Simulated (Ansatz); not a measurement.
# Stress against strain in Zr

```
CELL_PARAMETERS angstrom
-1.81000 1.81000 1.81000
1.81000 -1.81000 1.81000
1.81000 1.81000 -1.81000
ATOMIC_POSITIONS crystal
Zr 0.00000 0.00000 0.00000
```

The conventional cell has a = 3.620 Å, b = 3.620 Å, c = 3.620 Å, α = 90.00°, β = 90.00°, γ = 90.00°. Around Zr (atom 1) lie 8 Zr at 3.14 Å.

The cell comes from COD entry 9008559, which wasn't checked; take it as a given geometry.

Computed with DFT, PBEsol, all-electron LAPW, scalar-relativistic (Ansatz 0.2.0).

Sampling and basis: a Γ-centred 14×14×14 k mesh, Fermi–Dirac smearing of 0.08 eV, basis error target 0.5 meV/atom, no spin polarisation.

The strain is applied along the Cartesian axes of the cell as listed (the other components stay zero). Fractional coordinates are held (clamped ions).

σ is the change of stress from the unstrained cell, which is at -6.67 GPa; tension is positive, so slopes are stress–strain coefficients at that pressure. In a metal the k mesh adds noise.

Only quantities that a quadratic follows smoothly over the whole series are listed; rougher ones are left out.

```
    εzz  σzz (GPa)  σxx (GPa)
-0.0300      -2.03      -2.40
-0.0200      -1.34      -1.55
-0.0100      -0.66      -0.75
 0.0000       0.00       0.00
 0.0200       1.18       1.42
 0.0300       1.71       2.09
```

**Question.** Fit the series and read off the stiffness at zero strain.

**Answer.** Least-squares fits y = p0 + p1 x + p2 x² to the rows give σzz (GPa): p1 = 62.6, p2 = -170; σxx (GPa): p1 = 74.6, p2 = -180. So C11 = 63 GPa and C12 = 75 GPa, which gives B = (C11 + 2 C12)/3 = 71 GPa.

**Question.** One run, at εzz = 0.0100, is withheld. Predict its row.

**Answer.** The fits give 0.60, 0.74; the run gave 0.61, 0.73.
